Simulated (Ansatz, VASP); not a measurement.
Cr in VASP and in Ansatz

```
Cr
1.0
    -1.40709    1.40709    1.40709
     1.40709   -1.40709    1.40709
     1.40709    1.40709   -1.40709
Cr
1
Direct
  0.00000 0.00000 0.00000
```

Alike in both runs: functional PBEsol; k mesh 20 × 20 × 20; occupations gaussian, width 0.1 eV; no spin polarisation.

Ansatz relaxed the structure, and its values are those at the end. VASP's run is a single point on that final structure, the one shown.

|  | VASP | Ansatz |
| --- | --- | --- |
| version | VASP 6.6.1 | Ansatz 0.2.0 |
| potentials or method | VASP PAW PBE potentials, release 64 (Cr_pv) | scalar-relativistic, plane waves, PAW |
| plane-wave cutoff (eV) | 520 | 420 |
| valence electrons in the cell | 12 | 14 |

```tsv
	VASP	Ansatz	Ansatz less VASP
gap on the k mesh at the Fermi level (eV)	none	none	-
pressure (GPa)	-0.6	0.0	+0.57
```

A gap of «none» marks a metal or a gap that the smearing closes. The functional is the same, so the differences come from potentials, cutoffs and numerics. The two sets of potentials don't hold the same shells in valence.

Caveats: the PAW data sets were made with another functional, which shifts forces and pressure a little (VASP); the run has no spin polarisation, though such a crystal can be magnetic. Spin polarisation is off, so any magnetic state and its effect on volume and gap are missing.
